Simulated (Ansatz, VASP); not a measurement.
Two plane-wave programs on TiN

```xyz
2
Lattice="0.0000 2.1027 2.1027 2.1027 0.0000 2.1027 2.1027 2.1027 0.0000" Properties=species:S:1:pos:R:3 pbc="T T T"
Ti    0.0000    0.0000    0.0000
N     2.1027    2.1027    2.1027
```

Alike in both runs: functional PBEsol; k mesh 16 × 16 × 16; occupations fermi-dirac, width 0.15 eV; no spin polarisation.

Ansatz relaxed the structure, and its values are those at the end. VASP's run is a single point on that final structure, the one shown.

```csv
,VASP,Ansatz
version,VASP 6.6.1,Ansatz 0.2.0
potentials or method,"VASP PAW PBE potentials, release 64 (Ti_sv, N)","scalar-relativistic, plane waves, PAW"
plane-wave cutoff (eV),520,420
valence electrons in the cell,17,17
```

```csv
,VASP,Ansatz,Ansatz less VASP
gap on the k mesh at the Fermi level (eV),none,none,-
pressure (GPa),0.5,0.0,-0.51
```

A gap of «none» marks a metal or a gap that the smearing closes. Ansatz warned: «pseudo_functional_mismatch».

Caveats: the PAW data sets were made with another functional, which shifts forces and pressure a little (VASP).
